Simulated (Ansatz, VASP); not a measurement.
## Ag in VASP and in Ansatz

```
Ag
1.0
     0.00000    2.04275    2.04275
     2.04275    0.00000    2.04275
     2.04275    2.04275    0.00000
Ag
1
Cartesian
  0.0000 0.0000 0.0000
```

Alike in both runs: task relaxation of cell and atoms; functional BLYP; dispersion D3(BJ); k mesh 11 × 11 × 11; occupations fermi-dirac, width 0.05 eV; no spin polarisation.

|  | VASP | Ansatz |
| --- | --- | --- |
| version | VASP 6.6.1 | Ansatz 0.2.0 |
| potentials or method | VASP PAW PBE potentials, release 64 (Ag) | Ansatz PAW |
| plane-wave cutoff (eV) | 600 | 420 |
| valence electrons in the cell | 11 | 19 |

VASP gave:

* relaxed volume (Å³/atom): 16.92
* relaxed cell length with the largest relative difference (Å): 2.881

Q: Which values does Ansatz return?

A: Relaxed volume (Å³/atom): 16.88; relaxed cell length with the largest relative difference (Å): 2.879.

The two sets of potentials don't hold the same shells in valence.

Caveats: the PAW data sets were made with another functional, which shifts forces and pressure a little (VASP); pairwise dispersion overbinds metals, which lowers pressure and volume (VASP); the plane-wave basis is chosen anew once the cell has moved, so the energies of steps on either side of that aren't comparable (Ansatz); the PAW data sets come from PBE, with cores solved anew for the run's functional, which leaves a small shift of forces and pressure (Ansatz).
